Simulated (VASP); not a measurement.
# Be16H (a cell with a defect) in VASP: further runs

One crystal, Be16H (a cell with a defect), is run at these levels: PBE+D3(BJ); tasks: single point.

All numbers are computed with VASP 6.6.1; they aren't measurements. Logs are shortened: lines on timing, memory, paths and dates and some standing lists are left out, and cuts for length are marked.

## Step 1: The crystal as given

The cell holds a defect, 17 atoms: a = 4.580 Å, b = 3.966 Å, c = 7.177 Å, α = 90.00°, β = 90.00°, γ = 90.00°.

The cell was built by a generator and needn't be a form met in nature.

## Step 2: Single point, PBE+D3(BJ)

INCAR

```
PREC     = Accurate       # precision mode
ENCUT    = 520            # plane-wave cutoff, eV
EDIFF    = 1E-7           # SCF threshold, eV
ISMEAR   = 0              # smearing method
SIGMA    = 0.1            # smearing width, eV
LREAL    = Auto         
LASPH    = True           # aspherical terms in the spheres
NELM     = 100            # most SCF steps
ALGO     = Fast           # electronic algorithm
ISIF     = 2              # what is computed and relaxed
LWAVE    = False          # write WAVECAR
LCHARG   = True           # write CHGCAR
GGA      = PE             # functional
IVDW     = 12             # dispersion correction
LELF     = True           # ELF
LVHAR    = True         
NBANDS   = 30             # bands
```

KPOINTS

```
regular mesh
0
Gamma
  5 6 4
```

POSCAR

```
Be16H
1.0
   -2.2900000000     -3.9663960000      0.0000000000
    3.4350000000     -1.9831980000      0.0000000000
    0.0000000000      0.0000000000      7.1768600000
Be H
16 1
Direct
    0.7495332150      0.4975062773      0.0011170623
    0.5007600543      0.3339244612      0.2497379077
    0.7495391253      0.4979119642      0.4985198262
    0.5139697955      0.3392642887      0.7469763936
    0.5046701863     -0.0053977506      0.0048054442
    0.2495520007      0.8386096308      0.2511884027
    0.5020072936     -0.0025765059      0.4970849369
    0.2496102243      0.8173934246      0.7473461932
    0.2495547749      0.5093817859      0.0048564414
   -0.0016568666      0.3339332680      0.2497294081
    0.2495525358      0.5032693761      0.4955413649
   -0.0150127240      0.3395376600      0.7469524277
   -0.0055462119     -0.0053824819      0.0047851010
    0.7495606596      0.8281400031      0.2521258601
   -0.0028895916     -0.0025598733      0.4970821501
    0.7494751593      0.8317645167      0.7505629203
    0.2493490290      0.1717019727      0.7915354347
```

Potentials or basis: VASP PAW PBE potentials, release 64 (Be, H).

Started as:

```console
$ cat potpaw_PBE.64/Be/POTCAR potpaw_PBE.64/H/POTCAR > POTCAR
$ mpirun -np 1 vasp_std > vasp.out
```

OUTCAR:

```text
PREC = Accurate
   ENCUT = 520
   EDIFF = 1E-7
   ISMEAR = 0
   LREAL = Auto
   LASPH = True
   NELM = 100
   ISIF = 2
   GGA = PE
   IVDW = 12
 IVDW          = 12

 ion  position               nearest neighbor table
   1  0.750  0.498  0.001-  12 2.21   4 2.21   2 2.21  10 2.21  14 2.23  16 2.23   5 2.27  13 2.27
                             5 2.29  13 2.29   9 2.29   9 2.29
   2  0.501  0.334  0.250-  11 2.21   9 2.21   5 2.21   1 2.21   3 2.22   7 2.22  14 2.27   6 2.28
                            10 2.28  10 2.30  14 2.31   6 2.31
   3  0.750  0.498  0.499-  12 2.18   4 2.18  14 2.20   2 2.22  10 2.22  16 2.24   7 2.28  15 2.28
                             7 2.29  15 2.29  11 2.29  11 2.29
   4  0.514  0.339  0.747-  17 1.42  12 2.16   3 2.18   1 2.21  16 2.23   7 2.25   8 2.25  11 2.27
                            16 2.28   5 2.30   9 2.31
   5  0.505  0.995  0.005-  14 2.20   6 2.21   2 2.21  16 2.24  13 2.24   9 2.25   1 2.27   1 2.29
                             8 2.30   4 2.30  13 2.34   9 2.35
   6  0.250  0.839  0.251-   9 2.20  11 2.20  15 2.20   7 2.20   5 2.21  13 2.21   2 2.28  10 2.28
                            14 2.29  14 2.29  10 2.31   2 2.31
   7  0.502  0.997  0.497-  14 2.20   6 2.20   2 2.22  16 2.24   4 2.25   8 2.25  15 2.27  11 2.28
                             3 2.28   3 2.29  15 2.31  11 2.32
   8  0.250  0.817  0.747-  17 1.44  11 2.20   9 2.22  12 2.25   4 2.25   7 2.25  15 2.25  16 2.29
                            16 2.29   5 2.30  13 2.30
   9  0.250  0.509  0.005-   6 2.20  10 2.21   2 2.21   8 2.22   5 2.25  13 2.25   1 2.29   1 2.29
                             4 2.31  12 2.31  13 2.35   5 2.35
  10  0.998  0.334  0.250-  11 2.21   9 2.21  13 2.21   1 2.21   3 2.22  15 2.22  14 2.27   6 2.28
                             2 2.28   2 2.30  14 2.31   6 2.31
  11  0.250  0.503  0.496-   8 2.20   6 2.20   2 2.21  10 2.21  12 2.27   4 2.27   7 2.28  15 2.28
                             3 2.29   3 2.29  15 2.32   7 2.32
  12  0.985  0.340  0.747-  17 1.42   4 2.16   3 2.18   1 2.21  16 2.23  15 2.25   8 2.25  11 2.27
                            16 2.28  13 2.30   9 2.31
  13  0.994  0.995  0.005-  14 2.20   6 2.21  10 2.21  16 2.24   5 2.24   9 2.25   1 2.27   1 2.29
                             8 2.30  12 2.30   5 2.34   9 2.35
  14  0.750  0.828  0.252-  15 2.20   7 2.20   3 2.20   5 2.20  13 2.20   1 2.23  10 2.27   2 2.27
                             6 2.29   6 2.29  10 2.31   2 2.31
  15  0.997  0.997  0.497-  14 2.20   6 2.20  10 2.22  16 2.24  12 2.25   8 2.25   7 2.27  11 2.28
                             3 2.28   3 2.29   7 2.31  11 2.32
  16  0.749  0.832  0.751-  12 2.23   4 2.23   1 2.23   5 2.24  13 2.24   3 2.24   7 2.24  15 2.24
                             4 2.28  12 2.28   8 2.29   8 2.29
  17  0.249  0.172  0.792-  12 1.42   4 1.42   8 1.44

  LATTYP: Found a simple orthorhombic cell.
 ALAT       =     3.9663962620
 B/A-ratio  =     1.1547004875
 C/A-ratio  =     1.8094157835

  Lattice vectors:

 A1 = (  -3.4350000000,   1.9831980000,   0.0000000000)
 A2 = (  -2.2900000000,  -3.9663960000,   0.0000000000)
 A3 = (   0.0000000000,   0.0000000000,   7.1768600000)

Analysis of symmetry for initial positions (statically):
=====================================================================
[... 176 lines left out ...]
  Fermi-wavevector in a.u.,A,eV,Ry     =   1.035573  1.956950 14.591049  1.072412
  Thomas-Fermi vector in A             =   2.169923
   LORBIT       =      0    0 simple, 1 ext, 2 COOP (PROOUT), +10 PAW based schemes
   GGA     = PE    functional components
   LHFCALC =     F    Hartree Fock is set to
   AEXX    =    0.0000 exact exchange contribution
   IVDW    =    12    specifies the selected vdW correction
   LEPSILON=     F    determine dielectric tensor
   LRPA    =     F    only Hartree local field effects (RPA)
 non-spin polarized calculation
 RMM-DIIS sequential band-by-band and
 Gauss-broadening in eV      SIGMA  =   0.10
  energy-cutoff  :      520.00
  volume of cell :      130.38
 maximum number of plane-waves:      3532
 NGX is ok and might be reduce to    36
   NGX = 17   NGY = 15   NGZ = 27

 number of electron      33.0000001 magnetization

 Free energy of the ion-electron system (eV)
  ---------------------------------------------------
  ext. energy  EPLUGINS =         0.00000000
  ---------------------------------------------------
  free energy    TOTEN  =       -61.42513751 eV

  energy without entropy =      -61.41524770  energy(sigma->0) =      -61.42019261

 E-fermi :   7.2301     XC(G=0): -10.5813

 val. band max:        7.2100913065   @ k =  -0.4000   0.3333   0.0000
 cond. band min:       7.2304221084   @ k =   0.4000   0.5000   0.0000
 fundamental gap:      0.0203308019
 Fermi energy:         7.2301031188

 k-point     1 :       0.0000    0.0000    0.0000
  band No.  band energies     occupation
      1      -5.0357      2.00000
      2      -2.9401      2.00000
      3      -2.1911      2.00000
      4      -0.2751      2.00000
      5       0.9684      2.00000
      6       1.5189      2.00000
[... 733 lines left out ...]
     27      11.8995      0.00000
     28      12.2426      0.00000

 [... further k-points ...]

 [bands above 28 left out]

------------------------ aborting loop because EDIFF is reached ----------------------------------------

 Edisp (eV)   -5.70757

 E8    (eV) :    -1.9579

  FORCE on cell =-STRESS in cart. coord.  units (eV):
  Direction    XX          YY          ZZ          XY          YZ          ZX
  --------------------------------------------------------------------------------------
  -------------------------------------------------------------------------------------
  Total      -5.29801    -4.64275    -5.00494     0.57248     0.01803    -0.03229
  in kB     -65.10696   -57.05452   -61.50540     7.03513     0.22152    -0.39680
  external pressure =      -61.22 kB  Pullay stress =        0.00 kB

 VOLUME and BASIS-vectors are now :
 -----------------------------------------------------------------------------
  energy-cutoff  :      520.00
  volume of cell :      130.38
      direct lattice vectors                 reciprocal lattice vectors
    -2.290000000 -3.966396000  0.000000000    -0.109170306 -0.189088533  0.000000000
     3.435000000 -1.983198000  0.000000000     0.218340611 -0.126059022  0.000000000
     0.000000000  0.000000000  7.176860000     0.000000000  0.000000000  0.139336702

 POSITION                                       TOTAL-FORCE (eV/Angst)
 -----------------------------------------------------------------------------------
     -0.00750     -3.95960      0.00802        -0.005520      0.002927     -0.053158
      0.00029     -2.64845      1.79233        -0.004838      0.003749     -0.044669
     -0.00612     -3.96043      3.57781        -0.001070      0.000837     -0.036924
     -0.01162     -2.71144      5.36095        -0.004319     -0.009659     -0.103041
      2.26076     -3.97422      0.03449        -0.026164     -0.008113     -0.032941
      2.30915     -2.65295      1.80274         0.004906     -0.002673     -0.017486
[... 9 lines left out ...]
      1.14081     -4.62227      5.38669        -0.005070      0.002174     -0.028744
      0.01879     -1.32954      5.68074         0.007194     -0.004221      0.696117
 -----------------------------------------------------------------------------------
    total drift:                               -0.000108     -0.000356      0.002134

  FREE ENERGIE OF THE ION-ELECTRON SYSTEM (eV)
  ---------------------------------------------------
  free  energy   TOTEN  =       -67.1327063533 eV

  energy  without entropy=      -67.1228165419  energy(sigma->0) =      -67.12776145
```

stdout:

```text
POSCAR found type information on POSCAR BeH
 POSCAR found :  2 types and      17 ions
 scaLAPACK will be used
 LDA part: xc-table for (Slater+PW92), standard interpolation
 POSCAR, INCAR and KPOINTS ok, starting setup
 FFT: planning ... GRIDC
 FFT: planning ... GRID_SOFT
 FFT: planning ... GRID
 WAVECAR not read
 entering main loop
```

Wall time 6.4 min (1 thread of Intel Xeon Platinum 8488C (Sapphire Rapids), shared host); peak memory 0.34 GiB.

Results:

```
Free energy                : -67.1327 eV
Pressure                   : -6.1 GPa
Largest force              : 0.696 eV/Å
Band gap on the k mesh     : none (metal or under the smearing width)
Dispersion energy per atom : -0.336 eV
```

Forces on the atoms (eV/Å):
```
Be  -0.006  0.003 -0.053
Be  -0.005  0.004 -0.045
Be  -0.001  0.001 -0.037
Be  -0.004 -0.010 -0.103
Be  -0.026 -0.008 -0.033
Be   0.005 -0.003 -0.017
Be   0.013  0.003 -0.018
Be   0.032 -0.018 -0.082
Be   0.023 -0.013 -0.048
Be  -0.006  0.003 -0.045
Be  -0.026  0.016 -0.031
Be   0.003  0.008 -0.103
Be  -0.006  0.027 -0.033
Be  -0.001  0.001 -0.001
Be   0.004 -0.012 -0.018
Be  -0.005  0.002 -0.029
H    0.007 -0.004  0.696
```

Levels at points of the mesh, in eV from the Fermi level:
| k point | band 12 | band 13 | band 14 | band 15 | band 16 | band 17 | band 18 | band 19 | band 20 | band 21 |
| --- | --- | --- | --- | --- | --- | --- | --- | --- | --- | --- |
| (0.00, 0.00, 0.00) | -4.09 | -3.92 | -3.53 | -0.59 | 0.25 | 0.50 | 0.89 | 1.01 | 1.17 | 1.24 |
| (0.00, 0.50, 0.00) | -3.89 | -3.56 | -3.52 | -2.49 | -2.45 | -0.25 | 0.86 | 0.89 | 0.97 | 1.06 |
| (0.00, 0.00, 0.50) | -3.44 | -2.46 | -1.91 | -1.88 | -1.81 | 0.32 | 1.58 | 1.75 | 1.87 | 1.87 |
| (0.00, 0.50, 0.50) | -4.82 | -3.74 | -3.61 | -3.48 | -3.43 | 0.76 | 1.81 | 1.83 | 2.06 | 2.22 |

[end of part 1 of 2]
